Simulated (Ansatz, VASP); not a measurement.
One calculation of Be, two programs

The input INCAR:

```
SYSTEM = Be
  PREC = Accurate
  ENCUT = 520
  EDIFF = 1E-6
  ISMEAR = -1
  SIGMA = 0.1
  LREAL = .False.
  LASPH = .True.
  NELM = 80
  ALGO = Normal
  ISIF = 2
  LWAVE = .False.
  LCHARG = .False.
  GGA = RE
  NBANDS = 12
```

KPOINTS

```
Automatic mesh
0
Gamma
  18 18 5
  0 0 0
```

Contents of POSCAR:

```
Be
1.0
    2.3309578492      0.0000000000      0.0000000000
   -1.1654789246      2.0186687125      0.0000000000
    0.0000000000      0.0000000000      7.4148714667
Be
4
Direct
    1.0000000000      1.0000000000      1.0000000000
    1.0000000000      1.0000000000      0.5000000000
    0.3333333333      0.6666666667      0.2500000000
    0.6666666667      0.3333333333      0.7500000000
```

Input for Ansatz:

```yaml
crystal:
  lattice:
    - [2.3309578492, 0.0, 0.0]
    - [-1.1654789246, 2.0186687125, 0.0]
    - [0.0, 0.0, 7.4148714667]
  atoms:
    - { symbol: Be, position: [1.0, 1.0, 1.0] }
    - { symbol: Be, position: [1.0, 1.0, 0.5] }
    - { symbol: Be, position: [0.3333333333, 0.6666666667, 0.25] }
    - { symbol: Be, position: [0.6666666667, 0.3333333333, 0.75] }
hamiltonian:
  xc: revpbe
  pseudopotentials:
    kind: paw
    azcp:
      Be: "pseudopotentials/Be.paw.azcp"
basis:
  ecutwfc: 420
  fft_grid_basis: typed
kpoints:
  mp_grid: { grid: [18, 18, 5], shift: [0, 0, 0] }
magnetization:
  spin_polarized: false
scf:
  occupations: { method: fermi_dirac, width: 0.1 }
  lower_state_search: "off"
output:
  stress: true
```

Alike in both runs: task single point; functional revPBE; k mesh 18 × 18 × 5; occupations fermi-dirac, width 0.1 eV; no spin polarisation.

|  | VASP | Ansatz |
| --- | --- | --- |
| version | VASP 6.6.1 | Ansatz 0.2.0 |
| potentials or method | VASP PAW PBE potentials, release 64 (Be) | plane waves (420 eV) with PAW, scalar-relativistic |
| plane-wave cutoff (eV) | 520 | 420 |
| valence electrons in the cell | 8 | 8 |

Ansatz gave:

| Property | Result |
| --- | --- |
| pressure (GPa) | -8.0 |
| largest component of the traceless stress (GPa) | 0.08 |

**Question.** What did VASP give for the same quantities?

**Answer.** Pressure (GPa): -8.0; largest component of the traceless stress (GPa): 0.07.

Caveats: the PAW data sets were made with another functional, which shifts forces and pressure a little (VASP).
